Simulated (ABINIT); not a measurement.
LiCl:

```
CELL_PARAMETERS angstrom
0.00000 2.56477 2.56477
2.56477 0.00000 2.56477
2.56477 2.56477 0.00000
ATOMIC_POSITIONS crystal
Cl 0.50000 0.50000 0.50000
Li 0.00000 0.00000 0.00000
```

Program: ABINIT 10.8.3 (patched build). Alike in all runs: no spin polarisation; cell as given; smearing fermi-dirac 0.05 eV.

Question: Order these runs on this cell by their pressure, lowest first.
A. level HCTH407; potentials or basis JTH PAW PBE v2.0; k mesh 9 × 9 × 9; cutoff (eV) 680; fine-grid cutoff 1278.94 eV; mesh quality not flagged
B. level r2SCAN; potentials or basis JTH PAW PBE v2.0; k mesh 5 × 5 × 5; cutoff (eV) 816; fine-grid cutoff 1414.99 eV; mesh quality coarse
C. level LDA; potentials or basis PseudoDojo NC SR LDA v0.4 stringent; k mesh 9 × 9 × 9; cutoff (eV) 1306; mesh quality not flagged

Answer: C (-3.3 GPa), B (-0.3 GPa), A (3.5 GPa).

Caveats: some runs use coarse meshes; the PAW data sets were made with another functional, which shifts forces and pressure a little (some runs).
